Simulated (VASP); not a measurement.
# CdS (Hawleyite) (F-43m) in VASP: settings compared

One crystal, CdS (Hawleyite), is run at these levels: PBEsol, HSE06; tasks: single point.

All numbers are computed with VASP 6.6.1; they aren't measurements. Logs are shortened: lines on timing, memory, paths and dates and some standing lists are left out, and cuts for length are marked.

## 1. The crystal as given

It takes space group F-43m (No. 216, cubic). Conventional cell: a = 5.833 Å, b = 5.833 Å, c = 5.833 Å, α = 90.00°, β = 90.00°, γ = 90.00°. Cd (site symmetry -43m) has 4 S at 2.53 Å as nearest neighbours. Around S (site symmetry -43m) lie 4 Cd at 2.53 Å.

## 2. Single point, PBEsol, spin-orbit coupling, no magnetisation

Input file INCAR:

```
PREC     = Accurate       # precision mode
ENCUT    = 400            # plane-wave cutoff, eV
EDIFF    = 1E-7           # SCF threshold, eV
ISMEAR   = 0              # smearing method
SIGMA    = 0.02           # smearing width, eV
LREAL    = False          # projectors in reciprocal space
LASPH    = True           # aspherical terms in the spheres
NELM     = 100            # most SCF steps
ALGO     = Normal         # electronic algorithm
ISIF     = 2              # what is computed and relaxed
LWAVE    = False          # write WAVECAR
LCHARG   = False          # write CHGCAR
MAGMOM   = 0 0 0 0 0 0    # initial moments
LORBIT   = 11             # projections on sites
LSORBIT  = True           # spin-orbit coupling
GGA_COMPAT= False        
GGA      = PS             # functional
NBANDS   = 34             # bands
```

Input file KPOINTS:

```
regular mesh
0
Gamma
  8 8 8
```

Input file POSCAR:

```
CdS
1.0
    0.0000000000      2.9165000000      2.9165000000
    2.9165000000      0.0000000000      2.9165000000
    2.9165000000      2.9165000000      0.0000000000
Cd S
1 1
Direct
    0.0000000000      0.0000000000      0.0000000000
    0.7500000000      0.7500000000      0.7500000000
```

Potentials or basis: VASP PAW PBE potentials, release 64 (Cd, S).

The run is started by

```sh
cat potpaw_PBE.64/Cd/POTCAR potpaw_PBE.64/S/POTCAR > POTCAR
mpirun -np 1 vasp_ncl > vasp.out
```

OUTCAR:

```text
PREC = Accurate
   ENCUT = 400
   EDIFF = 1E-7
   ISMEAR = 0
   LREAL = False
   LASPH = True
   NELM = 100
   ISIF = 2
   LORBIT = 11
   LSORBIT = True
   GGA = PS

 Found     43 irreducible k-points:

 Following reciprocal coordinates:
            Coordinates               Weight
  0.000000  0.000000  0.000000      1.000000
  0.125000  0.000000  0.000000      4.000000
 -0.125000  0.000000  0.000000      4.000000
  0.250000  0.000000  0.000000      4.000000
 -0.250000  0.000000  0.000000      4.000000
  0.375000  0.000000  0.000000      4.000000
   k-points           NKPTS =     43   k-points in BZ     NKDIM =     43   number of bands    NBANDS=     34
   number of dos      NEDOS =    301   number of ions     NIONS =      2
   total plane-waves  NPLWV =  21952
   dimension x,y,z NGX =    28 NGY =   28 NGZ =   28
   dimension x,y,z NGXF=    56 NGYF=   56 NGZF=   56
   ions per type =               1   1
   NGX,Y,Z   is equivalent  to a cutoff of  11.29, 11.29, 11.29 a.u.
   NGXF,Y,Z  is equivalent  to a cutoff of  22.57, 22.57, 22.57 a.u.
 SYSTEM =  unknown system
   PREC   = accura    normal or accurate (medium, high low for compatibility)
   ISTART =      0    job   : 0-new  1-cont  2-samecut
   ICHARG =      2    charge: 1-file 2-atom 10-const
   ISPIN  =      1    spin polarized calculation?
   LNONCOLLINEAR =      T non collinear calculations
   LSORBIT =      T    spin-orbit coupling
   LASPH  =      T    aspherical Exc in radial PAW
   ENCUT  =  400.0 eV  29.40 Ry    5.42 a.u.   6.73  6.73  6.73*2*pi/ulx,y,z
   NELM   =    100;   NELMIN=  2; NELMDL= -5     # of ELM steps
   EDIFF  = 0.1E-06   stopping-criterion for ELM
   LREAL  =      F    real-space projection
   EDIFFG = 0.1E-05   stopping-criterion for IOM
   NSW    =      0    number of steps for IOM
   IBRION =     -1    ionic relax: 0-MD 1-quasi-New 2-CG
[... 8 lines left out ...]
   EMIN   =  10.00;   EMAX   =-10.00  energy-range for DOS
   EFERMI =   0.00;   METHOD = LEGACY
   ISMEAR =     0;   SIGMA  =   0.02  broadening in eV -4-tet -1-fermi 0-gaus
   EFERMI_NEDOS =   21; number of points for ismear=-14 and -15
   IALGO  =     38    algorithm
   IMIX   =      4    mixing-type and parameters
     AMIX     =   0.40;   BMIX     =  1.00
     AMIX_MAG =   1.60;   BMIX_MAG =  1.00
  volume/ion in A,a.u.               =      24.81       167.41
  Fermi-wavevector in a.u.,A,eV,Ry     =   1.167599  2.206442 18.548649  1.363287
  Thomas-Fermi vector in A             =   2.304097
   LORBIT       =     11    0 simple, 1 ext, 2 COOP (PROOUT), +10 PAW based schemes
   GGA     = PS    functional components
   LHFCALC =     F    Hartree Fock is set to
   AEXX    =    0.0000 exact exchange contribution
   IVDW    =     0    specifies the selected vdW correction
   LEPSILON=     F    determine dielectric tensor
   LRPA    =     F    only Hartree local field effects (RPA)
 Gauss-broadening in eV      SIGMA  =   0.02
  energy-cutoff  :      400.00
  volume of cell :       49.62
 maximum number of plane-waves:      1868
   NGX = 13   NGY = 13   NGZ = 13

 number of electron      17.9999989 magnetization       0.0000000      0.0000000      0.0000000

 number of electron      17.9999989 magnetization      -0.0000000     -0.0000000     -0.0000000

 number of electron      17.9999989 magnetization       0.0000000     -0.0000000     -0.0000000

 number of electron      17.9999989 magnetization       0.0000000      0.0000000     -0.0000000

 Free energy of the ion-electron system (eV)
  ---------------------------------------------------
  ext. energy  EPLUGINS =         0.00000000
  ---------------------------------------------------
  free energy    TOTEN  =        -6.84177065 eV

  energy without entropy =       -6.84177065  energy(sigma->0) =       -6.84177065

 E-fermi :   1.3426     XC(G=0):  -9.3786

 val. band max:        1.2269088605   @ k =   0.0000   0.0000   0.0000
 cond. band min:       2.2187495387   @ k =   0.0000   0.0000   0.0000
 fundamental gap:      0.9918406783
 Fermi energy:         1.3425714246

 k-point     1 :       0.0000    0.0000    0.0000
  band No.  band energies     occupation
      1     -11.1745      1.00000
      2     -11.1745      1.00000
      3      -6.7742      1.00000
      4      -6.7742      1.00000
      5      -6.7742      1.00000
      6      -6.7742      1.00000
[... 22 lines left out ...]
     29      12.6586      0.00000
     30      12.6586      0.00000

 k-point     2 :       0.1250    0.0000    0.0000
  band No.  band energies     occupation
      1     -11.1108      1.00000
      2     -11.1108      1.00000
      3      -6.7796      1.00000
      4      -6.7474      1.00000
      5      -6.7302      1.00000
      6      -6.7302      1.00000
[... 22 lines left out ...]
     29      12.0237      0.00000
     30      12.0465      0.00000

 k-point     3 :      -0.1250    0.0000    0.0000
  band No.  band energies     occupation
      1     -11.1108      1.00000
      2     -11.1108      1.00000
      3      -6.7796      1.00000
      4      -6.7474      1.00000
      5      -6.7302      1.00000
      6      -6.7302      1.00000
[... 22 lines left out ...]
     29      12.0237      0.00000
     30      12.0465      0.00000

 k-point     4 :       0.2500    0.0000    0.0000
  band No.  band energies     occupation
      1     -10.9561      1.00000
      2     -10.9561      1.00000
      3      -6.7643      1.00000
      4      -6.7183      1.00000
      5      -6.5934      1.00000
      6      -6.5934      1.00000
[... 22 lines left out ...]
     29      11.7703      0.00000
     30      11.8094      0.00000

 k-point     5 :      -0.2500    0.0000    0.0000
  band No.  band energies     occupation
      1     -10.9561      1.00000
      2     -10.9561      1.00000
      3      -6.7643      1.00000
      4      -6.7183      1.00000
      5      -6.5934      1.00000
      6      -6.5934      1.00000
[... 22 lines left out ...]
     29      11.7703      0.00000
     30      11.8094      0.00000

 k-point     6 :       0.3750    0.0000    0.0000
  band No.  band energies     occupation
      1     -10.8012      1.00000
      2     -10.8012      1.00000
      3      -6.7414      1.00000
      4      -6.7092      1.00000
      5      -6.4151      1.00000
      6      -6.4151      1.00000
[... 22 lines left out ...]
     29      12.6136      0.00000
     30      12.6136      0.00000

 [... further k-points ...]

 [bands above 30 left out]

------------------------ aborting loop because EDIFF is reached ----------------------------------------

  FORCE on cell =-STRESS in cart. coord.  units (eV):
  Direction    XX          YY          ZZ          XY          YZ          ZX
  --------------------------------------------------------------------------------------
  -------------------------------------------------------------------------------------
  Total       -0.0959668     -0.0959668     -0.0959668      0.0000000      0.0000000      0.0000000
  in kB       -3.0989564     -3.0989564     -3.0989564      0.0000000      0.0000000      0.0000000
  external PRESSURE =      -3.0989564 kB  Pullay stress =       0.0000000 kB

 VOLUME and BASIS-vectors are now :
 -----------------------------------------------------------------------------
  energy-cutoff  :      400.00
  volume of cell :       49.62
      direct lattice vectors                 reciprocal lattice vectors
     0.000000000  2.916500000  2.916500000    -0.171438368  0.171438368  0.171438368
     2.916500000  0.000000000  2.916500000     0.171438368 -0.171438368  0.171438368
     2.916500000  2.916500000  0.000000000     0.171438368  0.171438368 -0.171438368

 POSITION                                       TOTAL-FORCE (eV/Angst)
 -----------------------------------------------------------------------------------
      0.00000      0.00000      0.00000         0.000000     -0.000000     -0.000000
      4.37475      4.37475      4.37475        -0.000000      0.000000      0.000000
 -----------------------------------------------------------------------------------
    total drift:                               -0.000000     -0.000000     -0.000000

  FREE ENERGIE OF THE ION-ELECTRON SYSTEM (eV)
  ---------------------------------------------------
  free  energy   TOTEN  =        -6.8417706494 eV

  energy  without entropy=       -6.8417706494  energy(sigma->0) =       -6.84177065

 Spin-Orbit-Coupling matrix elements

 Ion:    1  E_soc:     -0.0575392
 l=   1
     0.0000000    -0.0025365    -0.0025365
    -0.0025365     0.0000000    -0.0025365
    -0.0025365    -0.0025365     0.0000000
 l=   2
     0.0000000    -0.0014395     0.0000000    -0.0014395    -0.0056139
    -0.0014395     0.0000000    -0.0042104    -0.0014395    -0.0014035
     0.0000000    -0.0042104     0.0000000    -0.0042104     0.0000000
    -0.0014395    -0.0014395    -0.0042104     0.0000000    -0.0014035
    -0.0056139    -0.0014035     0.0000000    -0.0014035     0.0000000
 l=   3
     0.0000000     0.0000000     0.0000000     0.0000000     0.0000000     0.0000000     0.0000000
     0.0000000     0.0000000     0.0000000     0.0000000     0.0000000     0.0000000     0.0000000
     0.0000000     0.0000000     0.0000000     0.0000000     0.0000000     0.0000000     0.0000000
     0.0000000     0.0000000     0.0000000     0.0000000     0.0000000     0.0000000     0.0000000
     0.0000000     0.0000000     0.0000000     0.0000000     0.0000000     0.0000000     0.0000000
     0.0000000     0.0000000     0.0000000     0.0000000     0.0000000     0.0000000     0.0000000
     0.0000000     0.0000000     0.0000000     0.0000000     0.0000000     0.0000000     0.0000000

 Ion:    2  E_soc:     -0.0021374
 l=   1
     0.0000000    -0.0003562    -0.0003562
    -0.0003562     0.0000000    -0.0003562
    -0.0003562    -0.0003562     0.0000000
 l=   2
     0.0000000     0.0000000     0.0000000     0.0000000     0.0000000
     0.0000000     0.0000000     0.0000000     0.0000000     0.0000000
     0.0000000     0.0000000     0.0000000     0.0000000     0.0000000
     0.0000000     0.0000000     0.0000000     0.0000000     0.0000000
     0.0000000     0.0000000     0.0000000     0.0000000     0.0000000
 l=   3
     0.0000000     0.0000000     0.0000000     0.0000000     0.0000000     0.0000000     0.0000000
     0.0000000     0.0000000     0.0000000     0.0000000     0.0000000     0.0000000     0.0000000
     0.0000000     0.0000000     0.0000000     0.0000000     0.0000000     0.0000000     0.0000000
     0.0000000     0.0000000     0.0000000     0.0000000     0.0000000     0.0000000     0.0000000
     0.0000000     0.0000000     0.0000000     0.0000000     0.0000000     0.0000000     0.0000000
     0.0000000     0.0000000     0.0000000     0.0000000     0.0000000     0.0000000     0.0000000
     0.0000000     0.0000000     0.0000000     0.0000000     0.0000000     0.0000000     0.0000000

 total charge

# of ion       s       p       d       tot
------------------------------------------
    1        0.432   0.333   9.556  10.321
    2        1.318   2.373   0.000   3.691
--------------------------------------------------
tot          1.750   2.705   9.556  14.012

 magnetization (x)

# of ion       s       p       d       tot
------------------------------------------
    1        0.000   0.000   0.000   0.000
    2       -0.000   0.000   0.000   0.000
--------------------------------------------------
tot         -0.000   0.000   0.000   0.000

 magnetization (y)

# of ion       s       p       d       tot
------------------------------------------
    1       -0.000   0.000  -0.000  -0.000
    2        0.000   0.000   0.000   0.000
--------------------------------------------------
tot         -0.000   0.000  -0.000  -0.000

 magnetization (z)

# of ion       s       p       d       tot
------------------------------------------
    1        0.000  -0.000   0.000   0.000
    2       -0.000   0.000   0.000   0.000
--------------------------------------------------
tot         -0.000  -0.000   0.000   0.000
```

Wall time 72 s (1 thread of Intel Xeon Platinum 8488C (Sapphire Rapids), shared host); peak memory 0.26 GiB.

These settings aren't checked as converged: the numbers below hold their error.

What came out:

| Property | Result |
| --- | --- |
| Free energy | -6.8418 eV |
| Pressure | -0.3 GPa |
| Valence electrons inside the program's atomic spheres | Cd 10.32; S 3.69 |

Caveat: the PAW data sets were made with another functional, which shifts forces and pressure a little.

## 3. Single point, PBEsol, spin-orbit coupling, no magnetisation

Edit INCAR of step 2 so:

```diff
@@ -1,3 +1,3 @@
 PREC     = Accurate       # precision mode
-ENCUT    = 400            # plane-wave cutoff, eV
+ENCUT    = 500            # plane-wave cutoff, eV
 EDIFF    = 1E-7           # SCF threshold, eV
```

KPOINTS is that of step 2.

POSCAR is that of step 2.

Potentials or basis: VASP PAW PBE potentials, release 64 (Cd, S).

The run is started by

```sh
cat potpaw_PBE.64/Cd/POTCAR potpaw_PBE.64/S/POTCAR > POTCAR
mpirun -np 1 vasp_ncl > vasp.out
```

Run time: 98 s. Hardware: 1 thread of Intel Xeon Platinum 8488C (Sapphire Rapids), shared host; peak memory 0.32 GiB.

These settings aren't checked as converged: the numbers below hold their error.

What came out:

```yaml
Free_energy: -6.8432 eV
Pressure: 0.1 GPa
Valence_electrons_inside_the_program's_atomic_spheres: Cd 10.32; S 3.69
```

Caveat: the PAW data sets were made with another functional, which shifts forces and pressure a little.

[end of part 1 of 2]
